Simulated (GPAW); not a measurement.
BaTe in GPAW: convergence with density grid spacing (A)

Input of the first run (density grid spacing (A) 0.24); the others differ in this setting and in those tied to it:

The input run.py:

```python
from ase.dft.bandgap import bandgap
from ase.io import read, write
from ase.units import GPa
from gpaw import GPAW, PW

atoms = read('POSCAR')

calc = GPAW(mode=PW(600),
            h=0.24,
            xc='MGGA_X_R2SCAN+MGGA_C_R2SCAN',
            kpts={'size': (7, 7, 7), 'gamma': True},
            occupations={'name': 'fermi-dirac', 'width': 0.05},
            nbands=16,
            convergence={'density': 1e-05, 'energy': 1e-05},
            maxiter=100,
            txt='gpaw.txt')
atoms.calc = calc
energy = atoms.get_potential_energy()
forces = atoms.get_forces()
stress = atoms.get_stress()
calc.write('gs.gpw')
write('result.traj', atoms)
print(f'Energy: {energy:.6f} eV')
print('Forces (eV/A):')
print(forces.round(4))
print('Stress (GPa):', (stress / GPa).round(3))
print('Fermi level:', round(calc.get_fermi_level(), 4), 'eV')
print(f'Gap: {bandgap(calc)[0]:.4f} eV, direct: {bandgap(calc, direct=True)[0]:.4f} eV')
```

POSCAR

```
BaTe
1.0
    0.0000000000      3.4100000000      3.4100000000
    3.4100000000      0.0000000000      3.4100000000
    3.4100000000      3.4100000000      0.0000000000
Ba Te
1 1
Direct
    0.0000000000      0.0000000000      0.0000000000
    0.5000000000      0.5000000000      0.5000000000
```

Potentials or basis: GPAW PAW data sets (gpaw-data 1.2.1), pw.

Launch:

```sh
$ OMP_NUM_THREADS=1 python run.py
```

Hardware: 1 thread of Arm Neoverse V1, on a shared host.

| density grid spacing (A) | energy less the tightest run, at zero smearing (meV/atom) | SCF cycles | CPU time (s) | peak memory (GiB) |
| --- | --- | --- | --- | --- |
| 0.24 | -0.08 | 11 | 35 | 0.31 |
| 0.2 | -0.18 | 11 | 38 | 0.32 |
| 0.17 | -0.08 | 11 | 73 | 0.34 |
| 0.15 | -0.04 | 11 | 120 | 0.37 |
| 0.13 | -0.02 | 11 | 150 | 0.4 |
| 0.11 | -0.01 | 11 | 230 | 0.44 |
| 0.09 | 0.00 | 11 | 380 | 0.56 |

Against the tightest run, the energy stays within 1 meV/atom from 0.24 on. The tightest run that finished is the yardstick and may itself not be fully converged.

Caveat, for the tightest run too: the PAW data sets were made with another functional, which shifts forces and pressure a little; spin-orbit coupling is left out, which moves the levels of the heavy elements; an odd mesh through Γ misses points on the zone boundary, where band edges often lie.
